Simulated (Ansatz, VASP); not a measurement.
# Bi (Bi monolayer (from R-3m)): VASP beside Ansatz

Aim: how closely do two programs agree when they are given the same cell, functional and k mesh? The structure shown is the start of the Ansatz relaxation below; VASP solves that cell, so the two are compared at the walk's first step.

Calculated with Ansatz 0.2.0; plane waves, with VASP 6.6.1 beside it; single point at PBE.

### Step 1. The starting structure

The cell holds 2 atoms: 2 Bi. Cell: a = 4.535 Å, b = 4.535 Å, c = 26.982 Å, α = 90.0°, β = 90.0°, γ = 120.0°. Vacuum lies along c. The height across the vacuum is the one that the program set for its solve, not the one typed.

### Step 2. Ansatz: relaxation, PBE

Ansatz runs on its default PAW (the set named soft_2) files.

The two programs are compared at the cell with which this relaxation starts, whose forces are those of its first step.

Contents of input.yaml:

```yaml
crystal:
  lattice:
    - [4.535, 0.0, 0.0]
    - [-2.2675, 3.927425, 0.0]
    - [0.0, 0.0, 25.590952]
  atoms:
    - { symbol: Bi, position: [0.0, 1.0, 0.5310843] }
    - { symbol: Bi, position: [0.6666667, 0.3333333, 0.4689157] }
  periodic: [true, true, false]
basis:
  ecutwfc: 420
  xc_grid: 2
hamiltonian:
  xc: pbe
kpoints:
  mp_grid: { grid: [8, 8, 1] }
scf:
  occupations: { method: fermi_dirac, width: 0.02 }
  max_iter: 60
relax:
  f_tol: 0.005
  max_steps: 60
  cell: {}
output:
  forces: true
checkpoint:
  write: "../cell.run"
  compress: false
  write_wavefunctions: false
  write_every: 100000
```

Run with:

```
$ ansatz run input.yaml --threads 4 --pin off --max-ram 9420MiB --backend cpu --events-out ev --progress --plain --runs-dir out
```

Numbers of over 12 decimals in the logs are rounded to 6 here.

The program printed:

```text
Warning: crystal.periodic: the lattice vector that does not repeat stood 0.000° off the slab's normal, 25.591 Å along it as the deck builds it. The run solves the slab on a vector along the normal, 26.982 Å long, with every atom where it was (on the deck's vector they left 24.00 Å outside them, and the widest stretch free of ions among them is 1.59 Å). A fractional position that the run reports is one of the run's ce [...]
crystal.periodic: the lattice vector that does not repeat stood 0.000° off the slab's normal, 25.591 Å along it as the deck builds it. The run solves the slab on a vector along the normal, 26.982 Å long, with every atom where it was (on the deck's vector they left 24.00 Å outside them, and the widest stretch free of ions among them is 1.59 Å). A fractional position that the run reports is one of the run's cell, which [...]
Engine: ansatz 0.2.0, aarch64-unknown-linux-gnu
Pseudopotentials: kind: paw
Pseudopotential: Bi, paw, valence charge 15, recommended cutoff 420 eV (normal), Bi.paw.azcp
Functional definition: PBE
  parameter kappa = 0.804
  parameter beta = 0.066725
  exchange = pbe_x(kappa = kappa, mu = beta*pi^2/3)
  correlation = pbe_c(beta = beta)
Crystal: 2 atoms, lattice volume = 480.571 Å³
Basis set: ecut = 420 eV, 9373 PW (Γ), exchange–correlation on 64×64×384 points (8 copies of the dense FFT grid, shifted against one another)
Bands: 19, of which v1, the nominal top of the filled ones, is band 15 counted from 1 (14 counted from 0)
Symmetry: 12 space group operations
Space group: P-3m1 (ITA 164), of the structure as read, at distance tolerance 7.8e-5 Å
k-points: 10 of 64
Non-local potential: Bi, projectors of the file, l = 0: 2, l = 1: 2, l = 2: 2, l = 3: 2
PAW form: soft (Blöchl's): semilocal exchange-correlation on the pseudo side does not see the compensation charge
PAW one-centre angular grid: Bi, 590 points (default); XC on 64 Gauss nodes
Initial density: superposition of atomic densities (neutral atoms: chi_scale 0, normalization atom), corrected by the library's trained network
Initial wavefunctions: pseudopotential atomic-orbital guess
Functional: x = pbe(κ = 0.804, μ = 0.219515), c = pbe(β = 0.066725)
SCF iter   1: F=—  HF=-24792.809574 eV  |F-HF|=—  |Δ(HF+E_count)|=         —  Δρ=5.00e-4  dr2=3.00e-3  ethr=1.77e-3  ⟨swp⟩=12.9  Hψ=1477  notcnv=0
preconditioner: auto → Resta (q_TF=auto, 1.718 Å⁻¹)  ε∞=1.5  [insulator: Δε(μ)=0.432 eV  Ē_g=7.581 eV  σ=0.020 eV  W_gap=1.00  n_scr=44 (ndim 8)  ℏωp=5.2 eV  f_vac=0.780  D(μ)=0.00/eV (n_scr^D=0)  ε∞_Penn≈1.5  vacuum switching on, ρ_ref=4.2e-3 e/Å³]
SCF iter   2: F=—  HF=-24792.810957 eV  |F-HF|=—  |Δ(HF+E_count)|=   1.38e-3  Δρ=2.68e-4  dr2=4.33e-4  ethr=9.99e-6  ⟨swp⟩=5.1  Hψ=630  notcnv=0
SCF iter   3: F=—  HF=-24792.812191 eV  |F-HF|=—  |Δ(HF+E_count)|=   1.23e-3  Δρ=1.11e-4  dr2=8.96e-5  ethr=1.44e-6  ⟨swp⟩=3.9  Hψ=347  notcnv=0
[...]
Crystal: 2 atoms, lattice volume = 450.172 Å³
Basis set: ecut = 420 eV, 8833 PW (Γ), exchange–correlation on 64×64×384 points (8 copies of the dense FFT grid, shifted against one another)
iter 1 solved again at ethr=3.30e-6 eV; its pass at ethr=3.10e-3 eV (dr2=9.89e-4 eV) is discarded
SCF iter   1: F=—  HF=-24792.878363 eV  |F-HF|=—  |Δ(HF+E_count)|=         —  Δρ=3.67e-4  dr2=1.05e-3  ethr=3.30e-6  ⟨swp⟩=4.1  Hψ=1827  notcnv=0
preconditioner: auto → Resta (q_TF=auto, 1.737 Å⁻¹)  ε∞=1.5  [insulator: Δε(μ)=0.572 eV  Ē_g=7.199 eV  σ=0.020 eV  W_gap=1.00  n_scr=44 (ndim 8)  ℏωp=5.2 eV  f_vac=0.771  D(μ)=0.00/eV (n_scr^D=0)  ε∞_Penn≈1.5  vacuum switching on, ρ_ref=3.8e-3 e/Å³]
SCF iter   2: F=—  HF=-24792.878142 eV  |F-HF|=—  |Δ(HF+E_count)|=   2.21e-4  Δρ=1.94e-4  dr2=1.29e-4  ethr=3.30e-6  ⟨swp⟩=3.0  Hψ=391  notcnv=0
SCF iter   3: F=—  HF=-24792.878283 eV  |F-HF|=—  |Δ(HF+E_count)|=   1.41e-4  Δρ=7.00e-5  dr2=2.04e-5  ethr=4.31e-7  ⟨swp⟩=2.1  Hψ=247  notcnv=0
SCF iter   4: F=—  HF=-24792.878289 eV  |F-HF|=—  |Δ(HF+E_count)|=   5.08e-6  Δρ=6.75e-6  dr2=2.19e-7  ethr=6.80e-8  ⟨swp⟩=3.1  Hψ=341  notcnv=0
SCF iter   5: F=-24792.878289 eV  HF=-24792.878289 eV  |F-HF|=1.46e-8  |Δ(HF+E_count)|=   3.28e-7  Δρ=2.04e-6  dr2=1.93e-8  ethr=6.67e-10  ⟨swp⟩=7.0  Hψ=956  notcnv=0
SCF 4 converged in 5 iterations: F = -24792.878289 eV  dr2 = 1.93e-8
relax step   4: F+E_penalty+E_count = -24792.87828885 eV  Δ(F+E_penalty+E_count) = -2.254e-2 eV  max|allowed force component| = 7.608e-2 eV/Å  Δτ_max = 0.0152 Å  P = -0.378 N/m  Ω = 450.172 Å³  energy of the carried Pulay correction = +8.261e-4 eV  fix = [c, alpha, beta]  reactions: c -0.000 N/m  (5 SCF iters, dr2 threshold 2.00e-7 eV, accepted)
[...]
relax step   5: F+E_penalty+E_count = -24792.88227153 eV  Δ(F+E_penalty+E_count) = -3.983e-3 eV  max|allowed force component| = 5.103e-3 eV/Å  Δτ_max = 0.0025 Å  P = -0.067 N/m  Ω = 442.552 Å³  energy of the carried Pulay correction = +1.042e-3 eV  fix = [c, alpha, beta]  reactions: c -0.000 N/m  (4 SCF iters, dr2 threshold 2.00e-7 eV, accepted)
[...]
relax step   6: F+E_penalty+E_count = -24792.88245988 eV  Δ(F+E_penalty+E_count) = -1.883e-4 eV  max|allowed force component| = 1.488e-3 eV/Å  Δτ_max = 0.0014 Å  P = +0.003 N/m  Ω = 440.689 Å³  energy of the carried Pulay correction = +1.095e-3 eV  fix = [c, alpha, beta]  reactions: c +0.000 N/m  (4 SCF iters, dr2 threshold 8.47e-9 eV, accepted)
[...]
relax step   7: F+E_penalty+E_count = -24792.88133998 eV  Δ(F+E_penalty+E_count) = +1.120e-3 eV  max|allowed force component| = 1.670e-3 eV/Å  Δτ_max = 0.0000 Å  P = +0.002 N/m  Ω = 440.689 Å³  fix = [c, alpha, beta]  reactions: c +0.000 N/m  stress off target by 1.74e-3 N/m on what of the cell is left free  SCF on the basis re-selected at this cell (its energy is not comparable with the rows above)  (6 SCF iters)
basis re-selected at this cell: Δ(F+E_penalty+E_count) = +1.120e-3 eV, ΔP = -0.001 N/m vs the last step (what re-selecting the basis moved, of the pressure what is left beyond the Pulay correction that the steps carried, after the strain that the cell walked since its last selection, with what the two solves' SCF thresholds leave and, on support functions, any second-order correction that the steps lacked; it is no measure of the basis error at this ecutwfc). The dense FFT grid was sized anew with the basis: this SCF ran on 30×30×192 points, the steps before it on 32×32×192, so part of this shift can come from that change (see relax.cell in the input reference). [rest of the remark cut]
SCF converged after 6 iterations
Free energy (F): -24792.881340 eV
Harris-Foulkes:  -24792.881340 eV  (|F-HF|=5.46e-11)
Internal energy: -24792.881340 eV  (E = F + TS)
E sigma→0 (E₀):  -24792.881340 eV
Entropy (-TS):   -0.000000 eV (-0.000 meV/atom)
Fermi energy:    -3.879997 eV
--- Per-component energies (eV) ---
  E_band       = -624.220226
  E_kinetic    = 604.088990
  E_local      = -31108.324410  (includes V_loc(G=0)·N_el)
  E_nonlocal   = 1118.361785
  E_hartree    = 14810.254428
  E_xc         = -301.060061
  E_vxc        = -286.448071  (∫ρ·V_xc dr)
  E_paw        = -21326.632270  (= ΣΔE_a)
  E_vpaw       = -572.406513  (= ΣTr[D̂ρ^β])
  E_aug_tail   = -0.000874  (compensation charges beyond the density's cutoff)
  E_ewald      = 11410.431071
  E_smearing   = -0.000000  (= −TS)
  E_closure    = 0.000000  (closes the sum)
  Σ components = -24792.881340   (vs F -24792.881340, Δ=0.00e0)
--- Forces (eV/Å), atoms counted from 1 ---
  atom   1  Bi     0.00000000     0.00000000     0.00166976
  atom   2  Bi     0.00000000    -0.00000000    -0.00166976
  max |Σ_I F_I| component: 2.17e-19 eV/Å
--- 2D stress c σ (N/m, compression-positive) ---
        0.001743      -0.000000       0.000000
       -0.000000       0.001743       0.000000
        0.000000       0.000000       0.000000
  P = ½ c Tr σ = 0.0017 N/m
--- Relaxed structure (6 steps of the walk, 5 accepted, 1 SCFs on fresh bases) ---
  F+E_penalty+E_count = -24792.88133998 eV   max|allowed force component| = 1.670e-3 eV/Å   (the final SCF, on the basis selected at the relaxed cell)
  cell:  # Å, volume = 440.6891 Å³
    - [4.342747, 0.0, 0]
    - [-2.171373, 3.760929, 0]
    - [0, 0, 26.981907]
  atoms:
    - { symbol: Bi, position: [0, 1.0, 0.506177] }
    - { symbol: Bi, position: [0.666667, 0.333333, 0.442272] }
```

The column dr2 measures how far the density is from self-consistency, as an energy; F and HF (Harris–Foulkes) agree once it is small.

### Step 3. VASP: single point, PBE, start cell

The same cell, functional, mesh and smearing now go to VASP, with its own data sets.

Lines of VASP's logs that name or quote its potential files are left out, and so is its time.

Contents of INCAR:

```
SYSTEM = Bi
PREC = Accurate
ENCUT = 400
EDIFF = 1E-06
NELM = 120
ISMEAR = -1
SIGMA = 0.02
LREAL = .FALSE.
ALGO = Normal
GGA = PE
NBANDS = 21
LORBIT = 11
LWAVE = .FALSE.
LCHARG = .FALSE.
ISIF = 2
LDIPOL = .TRUE.
IDIPOL = 3
DIPOL = 0.5 0.5 0.474
LVHAR = .TRUE.
LASPH = .TRUE.
GGA_COMPAT = .FALSE.
EFERMI = MIDGAP
NELMDL = -8
```

Contents of POSCAR:

```
Bi
1.0
    4.5350000000      0.0000000000      0.0000000000
   -2.2675000000      3.9274250000      0.0000000000
    0.0000000000      0.0000000000     26.9819070000
Bi
2
Direct
    0.0000000000      0.0000000000      0.5037061687
    0.6666667091      0.3333334182      0.4447424343
```

Contents of KPOINTS:

```
Automatic mesh
0
Gamma
8 8 1
0 0 0
```

The projector-augmented-wave data sets are Bi_d (PBE family, release 64).

Run with:

```
$ mpirun -np 1 vasp_std
```

The program printed:

```text
[banner, memory and clock lines left out]
running    1 mpi-ranks, on    1 nodes
 distrk:  each k-point on    1 cores,    1 groups
 distr:  one band on    1 cores,    1 groups

 POSCAR found type information on POSCAR Bi
 POSCAR found :  1 types and       2 ions
 LDA part: xc-table for (Slater+PW92), standard interpolation
 POSCAR, INCAR and KPOINTS ok, starting setup
 FFT: planning ... GRIDC
 FFT: planning ... GRID_SOFT
 FFT: planning ... GRID
 WAVECAR not read
 entering main loop
       N       E                     dE             d eps       ncg     rms          rms(c)
DAV:   1     0.191706350252E+03    0.19171E+03   -0.12212E+04   620   0.843E+02
DAV:   2     0.670024077364E+01   -0.18501E+03   -0.18231E+03   506   0.280E+02
DAV:   3    -0.704500723788E+01   -0.13745E+02   -0.13712E+02   485   0.925E+01
DAV:   4    -0.750220322671E+01   -0.45720E+00   -0.45711E+00   554   0.178E+01
DAV:   5    -0.751656944025E+01   -0.14366E-01   -0.14366E-01   583   0.304E+00
DAV:   6    -0.751705900192E+01   -0.48956E-03   -0.48956E-03   637   0.454E-01
DAV:   7    -0.751707234095E+01   -0.13339E-04   -0.13339E-04   575   0.585E-02
DAV:   8    -0.751707275587E+01   -0.41491E-06   -0.41491E-06   451   0.101E-02    0.146E+00
DAV:   9    -0.749549016183E+01    0.21583E-01   -0.12312E-02   570   0.930E-01    0.895E-01
DAV:  10    -0.747847834579E+01    0.17012E-01   -0.35425E-02   570   0.138E+00    0.139E-01
DAV:  11    -0.747799816095E+01    0.48018E-03   -0.33248E-03   488   0.339E-01    0.416E-02
DAV:  12    -0.747764685644E+01    0.35130E-03   -0.39898E-04   465   0.980E-02    0.236E-02
DAV:  13    -0.747767285551E+01   -0.25999E-04   -0.64742E-05   455   0.550E-02    0.112E-02
DAV:  14    -0.747764307674E+01    0.29779E-04   -0.15478E-04   460   0.378E-02    0.773E-03
DAV:  15    -0.747777511464E+01   -0.13204E-03   -0.16458E-05   370   0.183E-02    0.453E-03
DAV:  16    -0.747790255530E+01   -0.12744E-03   -0.12003E-05   370   0.187E-02    0.328E-03
DAV:  17    -0.747797839658E+01   -0.75841E-04   -0.40726E-06   380   0.978E-03    0.182E-03
DAV:  18    -0.747801850404E+01   -0.40107E-04   -0.14682E-06   401   0.421E-03    0.102E-03
DAV:  19    -0.747804764729E+01   -0.29143E-04   -0.18728E-06   398   0.299E-03    0.697E-04
DAV:  20    -0.747805847996E+01   -0.10833E-04   -0.37827E-07   380   0.405E-03    0.437E-04
DAV:  21    -0.747806487832E+01   -0.63984E-05   -0.26044E-07   360   0.295E-03    0.181E-04
DAV:  22    -0.747806571916E+01   -0.84084E-06   -0.11591E-08   295   0.607E-04
   1 F= -.74780657E+01 E0= -.74780649E+01  d E =-.161818E-05
```

From OUTCAR (step 3):

```text
ion  position               nearest neighbor table
   1  0.000  0.000  0.504-   2 3.06   2 3.06   2 3.06
   2  0.667  0.333  0.445-   1 3.06   1 3.06   1 3.06

  LATTYP: Found a hexagonal cell.
 ALAT       =     4.5350000000
 C/A-ratio  =     5.9497038589

 Subroutine GETGRP returns: Found 12 space group operations
 (whereof  6 operations were pure point group operations)

The static configuration has the point symmetry C_3v.
 The point group associated with its full space group is D_3d.

 Found     10 irreducible k-points:

   k-points           NKPTS =     10   k-points in BZ     NKDIM =     10   number of bands    NBANDS=     21

   dimension x,y,z NGX =    30 NGY =   30 NGZ =  180
   dimension x,y,z NGXF=    60 NGYF=   60 NGZF=  360

   ENCUT  =  400.0 eV  29.40 Ry    5.42 a.u.   7.40  7.40 44.00*2*pi/ulx,y,z

   NELECT =      30.0000    total number of electrons

 k-points in reciprocal lattice and weights: Automatic mesh
   0.00000000  0.00000000  0.00000000       0.016
   0.12500000 -0.00000000  0.00000000       0.094
   0.25000000 -0.00000000  0.00000000       0.094
   0.37500000  0.00000000  0.00000000       0.094
   0.50000000 -0.00000000  0.00000000       0.047
   0.12500000  0.12500000  0.00000000       0.094
   0.25000000  0.12500000  0.00000000       0.188
   0.37500000  0.12500000  0.00000000       0.188
   0.25000000  0.25000000  0.00000000       0.094
   0.37500000  0.25000000  0.00000000       0.094

 dipolmoment           0.000000      0.000000      0.000008 electrons x Angstroem

 average (electrostatic) potential at core
       1-113.3229       2-113.3229

 E-fermi :  -2.8613

 k-point     1 :       0.0000    0.0000    0.0000
  band No.  band energies     occupation
    ...
     11     -14.8956      2.00000
     12     -11.0308      2.00000
     13      -3.2166      2.00000
     14      -3.2165      2.00000
     15      -3.0635      1.99992
     16      -2.6804      0.00024
     17      -0.4903      0.00000
     18      -0.4903      0.00000
     19       1.1240      0.00000
     20       1.1574      0.00000
    ...

 k-point     2 :       0.1250   -0.0000    0.0000
  band No.  band energies     occupation
    ...
     11     -14.7736      2.00000
     12     -11.1297      2.00000
     13      -4.2297      2.00000
     14      -3.4739      2.00000
     15      -3.0869      1.99997
     16      -1.8004      0.00000
     17      -0.7663      0.00000
     18      -0.2189      0.00000
     19       1.3074      0.00000
     20       1.3840      0.00000
    ...

 k-point     3 :       0.2500   -0.0000    0.0000
  band No.  band energies     occupation
    ...
     11     -14.4242      2.00000
     12     -11.4532      2.00000
     13      -5.0996      2.00000
     14      -3.9456      2.00000
     15      -3.3547      2.00000
     16      -1.8061      0.00000
     17      -0.2077      0.00000
     18       0.2056      0.00000
     19       1.6676      0.00000
     20       1.8428      0.00000
    ...

  Total       -0.9589125     -0.9589124      0.6308786      0.0000000      0.0000000      0.0000000
  in kB       -3.1969197     -3.1969194      2.1032869      0.0000000      0.0000000      0.0000000
  external PRESSURE =      -1.4301841 kB  Pullay stress =       0.0000000 kB

  energy-cutoff  :      400.00
  volume of cell :      480.57
      direct lattice vectors                 reciprocal lattice vectors
     4.535000000  0.000000000  0.000000000     0.220507166  0.127309879  0.000000000
    -2.267500000  3.927425000  0.000000000     0.000000000  0.254619757  0.000000000
     0.000000000  0.000000000 26.981907000     0.000000000  0.000000000  0.037061873

 POSITION                                       TOTAL-FORCE (eV/Angst)
 -----------------------------------------------------------------------------------
      0.00000      0.00000     13.59095        -0.000000      0.000000      0.428774
      2.26750      1.30914     12.00000         0.000000      0.000000     -0.428774
 -----------------------------------------------------------------------------------
    total drift:                                0.000000     -0.000333     -0.000076

  FREE ENERGIE OF THE ION-ELECTRON SYSTEM (eV)
  ---------------------------------------------------
  free  energy   TOTEN  =        -7.4780657192 eV

  energy  without entropy=       -7.4780641010  energy(sigma->0) =       -7.47806491

 vacuum level on the upper side and lower side of the slab         1.537         1.537

 total charge
# of ion       s       p       d       tot
------------------------------------------
    1        1.522   1.373   9.900  12.795
    2        1.522   1.373   9.900  12.795
--------------------------------------------------
tot          3.044   2.746  19.800  25.590

[... 3 further parts left out ...]
```

### Step 4. Comparison

Known differences besides the potentials themselves: Ansatz cuts the interaction across the vacuum, VASP repeats the sheet with a dipole correction; the cutoff is 420 eV in Ansatz and 400 eV in VASP. Total energies have different zeros and are not compared.

Forces (eV/Å; atoms numbered as in POSCAR):

```csv
atom,"Ansatz x, y, z","VASP x, y, z"
Bi1,"0.000, 0.000, 0.409","0.000, 0.000, 0.429"
Bi2,"0.000, 0.000, -0.409","0.000, 0.000, -0.429"
```

The forces differ by 11 meV/Å r.m.s., which is 4.6 % of the r.m.s. force of 0.248 eV/Å (both taken over all components). With vacuum in the cell, a pressure given here is an average over mostly empty space and none of the material.

### Step 5. Outcome

```yaml
r_m_s_force_difference_single_point_pbe_start_cell: 4.6 % of the r.m.s. force
```

What this shows: The r.m.s. force difference is 4.6 % of the r.m.s. force (single point, PBE, start cell), beyond the 3 % picked in this series as the mark of a large difference. 1 further run of this series is not shown here. Such differences can come from data sets, numerical settings and the points named under the comparisons, not from the functional's error against experiment.

[Lines on the potential files, build, host, timing and source positions are cut from VASP's logs without a mark.]

[Logs are printed without paths, hosts, clocks, repeated set-up lines and the standing remarks that a program may print on its own settings, such as how far it seeks lower states.]

[Hosts, paths, dates, database ids (printed as entryN), source tags and the programs' standing remarks are cut or masked in the printed files.]
